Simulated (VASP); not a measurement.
# TiB2 (P6/mmm) in VASP: further runs, part 2 of 2

VASP 6.6.1.

**3. Relaxation of cell and atoms, PBE**

This run uses another cell than the first one, of 8.55 Å³/atom, 1.031 times its volume.

Contents of INCAR:

```
SYSTEM = TiB2
PREC = Accurate
ENCUT = 600
EDIFF = 1E-6
ISMEAR = 1
SIGMA = 0.1
LREAL = .FALSE.
LASPH = .TRUE.
NELM = 80
ALGO = Normal
ISIF = 3
LWAVE = .FALSE.
LCHARG = .FALSE.
GGA = PE
IBRION = 2
NSW = 90
EDIFFG = -0.01
```

Contents of KPOINTS:

```
Automatic mesh
0
G
  15 15 11
  0 0 0
```

Contents of POSCAR:

```
TiB2
1.0
    3.0292000000      0.0000000000      0.0000000000
   -1.5146000000      2.6233641531      0.0000000000
    0.0000000000      0.0000000000      3.2284000000
Ti B
1 2
Direct
    0.0000000000      0.0000000000      0.0000000000
    0.3333333333      0.6666666667      0.5000000000
    0.6666666667      0.3333333333      0.5000000000
```

Potentials or basis: VASP PAW PBE potentials, release 64 (Ti_sv, B).

Run with:

```console
$ cat potpaw_PBE.64/Ti_sv/POTCAR potpaw_PBE.64/B/POTCAR > POTCAR
$ mpirun -np 1 vasp_std > vasp.out
```

OUTCAR:

```text
SYSTEM = TiB2
   PREC = Accurate
   ENCUT = 600
   EDIFF = 1E-6
   ISMEAR = 1
   LREAL = .FALSE.
   LASPH = .TRUE.
   NELM = 80
   ISIF = 3
   GGA = PE
   IBRION = 2
   NSW = 90
   EDIFFG = -0.01

 ion  position               nearest neighbor table
   1  0.000  0.000  0.000-   2 2.38   3 2.38   2 2.38   3 2.38   2 2.38   2 2.38   3 2.38   3 2.38
                             3 2.38   3 2.38   2 2.38   2 2.38
   2  0.333  0.667  0.500-   3 1.75   3 1.75   3 1.75   1 2.38   1 2.38   1 2.38   1 2.38   1 2.38
                             1 2.38
   3  0.667  0.333  0.500-   2 1.75   2 1.75   2 1.75   1 2.38   1 2.38   1 2.38   1 2.38   1 2.38
                             1 2.38

  LATTYP: Found a hexagonal cell.
 ALAT       =     3.0292000000
 C/A-ratio  =     1.0657599366

  Lattice vectors:

 A1 = (   3.0292000000,   0.0000000000,   0.0000000000)
 A2 = (  -1.5146000000,   2.6233641531,   0.0000000000)
 A3 = (   0.0000000000,   0.0000000000,   3.2284000000)

[... 198 lines left out ...]
     10      11.8860     -0.00000
     11      11.8860     -0.00000
     12      13.6492      0.00000
     13      13.6492      0.00000
[... 478 lines left out ...]
--------------------------------------- Ionic step        4  -------------------------------------------

 number of electron      18.0000002 magnetization

 Free energy of the ion-electron system (eV)
  ---------------------------------------------------
  ext. energy  EPLUGINS =         0.00000000
  ---------------------------------------------------
  free energy    TOTEN  =       -24.43095136 eV

  energy without entropy =      -24.43077224  energy(sigma->0) =      -24.43089165

 E-fermi :   9.9982     XC(G=0): -12.7647

 val. band max:        9.9714996124   @ k =   0.2667   0.2000   0.0000
 cond. band min:      10.0157295752   @ k =   0.1333   0.1333   0.1818
 fundamental gap:      0.0442299628
 Fermi energy:         9.9982052200

 k-point     1 :       0.0000    0.0000    0.0000
  band No.  band energies     occupation
      1     -46.9686      2.00000
      2     -23.3216      2.00000
      3     -23.0070      2.00000
      4     -23.0070      2.00000
      5      -3.5105      2.00000
      6       7.3753      2.00000
      7       7.3753      2.00000
      8       7.6860      2.00000
      9       7.8827      2.00000
     10      11.8752     -0.00000
     11      11.8752     -0.00000
     12      13.6488      0.00000
     13      13.6488      0.00000
[... 398 lines left out ...]
  FREE ENERGIE OF THE ION-ELECTRON SYSTEM (eV)
  ---------------------------------------------------
  free  energy   TOTEN  =       -24.4309513567 eV

  energy  without entropy=      -24.4307722362  energy(sigma->0) =      -24.43089165

 reached required accuracy - stopping structural energy minimisation
```

Wall time 64 s (1 thread of Intel Xeon 6975P-C (Granite Rapids), shared host); peak memory 0.2 GiB.

What came out:

```yaml
Free_energy: -24.4310 eV
Relaxed_volume: 8.56 Å³/atom
Relaxed_cell: a = 3.032 Å, b = 3.032 Å, c = 3.225 Å, α = 90.00°, β = 90.00°, γ = 120.00°
Space_group_after_relaxing_to_0.05_Å: P6/mmm (No. 191)
Energy_gained_by_relaxing: 0.0 meV/atom
Ionic_steps: 4
Pressure_after_relaxing: 0.0 GPa
Band_gap_on_the_k_mesh: none (metal or under the smearing width)
```

The path:
```csv
step,energy change (eV),largest force (eV/Å),pressure (GPa),volume (Å³)
1,0.0000,0.0000,0.37,25.66
2,-0.0001,0.0000,-0.39,25.73
3,-0.0001,0.0000,-0.15,25.70
4,-0.0001,0.0000,0.02,25.68
```

Final structure:
```cif
data_structure
_symmetry_space_group_name_H-M 'P 1'
_symmetry_Int_Tables_number 1
_cell_length_a 3.0324
_cell_length_b 3.0324
_cell_length_c 3.2246
_cell_angle_alpha 90.000
_cell_angle_beta 90.000
_cell_angle_gamma 120.000
_cell_volume 25.68
loop_
_atom_site_label
_atom_site_type_symbol
_atom_site_fract_x
_atom_site_fract_y
_atom_site_fract_z
_atom_site_occupancy
Ti1 Ti 0.00000 0.00000 0.00000 1
B1 B 0.33333 0.66667 0.50000 1
B2 B 0.66667 0.33333 0.50000 1
```

**4. Relaxation of cell and atoms, PBE**

This run uses another cell than the first one, of 8.56 Å³/atom, 1.032 times its volume.

Edit INCAR of step 3 so:

```diff
@@ -3,3 +3,3 @@
 ENCUT = 600
-EDIFF = 1E-6
+EDIFF = 1E-7
 ISMEAR = 1
@@ -16,2 +16,2 @@
 NSW = 90
-EDIFFG = -0.01
+EDIFFG = -0.005
```

KPOINTS is that of step 3.

Contents of POSCAR:

```
TiB2                                    
1.0
    3.0324035339      0.0000000000      0.0000000000
   -1.5162017670      2.6261384949      0.0000000000
    0.0000000000      0.0000000000      3.2245922361
  Ti              B             
     1     2
Direct
     1.0000000000000000    0.0000000000000000    1.0000000000000000
     0.3333333332999970    0.6666666667000030    0.5000000000000000
     0.6666666667000030    0.3333333332999970    0.5000000000000000
```

Run with:

```console
$ cat potpaw_PBE.64/Ti_sv/POTCAR potpaw_PBE.64/B/POTCAR > POTCAR
$ mpirun -np 1 vasp_std > vasp.out
```

It took 23 s on 1 thread of Intel Xeon 6975P-C (Granite Rapids), shared host; peak memory 0.19 GiB.

The run converged. Its results:

```yaml
Free_energy: -24.4310 eV
Pressure_after_relaxing: 0.1 GPa
Band_gap_on_the_k_mesh: none (metal or under the smearing width)
```

Final structure:
```
CELL_PARAMETERS angstrom
3.03240 0.00000 0.00000
-1.51620 2.62614 0.00000
0.00000 0.00000 3.22459
ATOMIC_POSITIONS crystal
Ti 0.00000 0.00000 0.00000
B 0.33333 0.66667 0.50000
B 0.66667 0.33333 0.50000
```

Levels at points of the mesh, in eV from the Fermi level:
```
           k point  band 7  band 8  band 9  band 10  band 11  band 12
(0.00, 0.00, 0.00)   -2.62   -2.31   -2.12     1.88     1.88     3.65
```

Caveat: the relaxation stopped at its first step, so nothing moved.
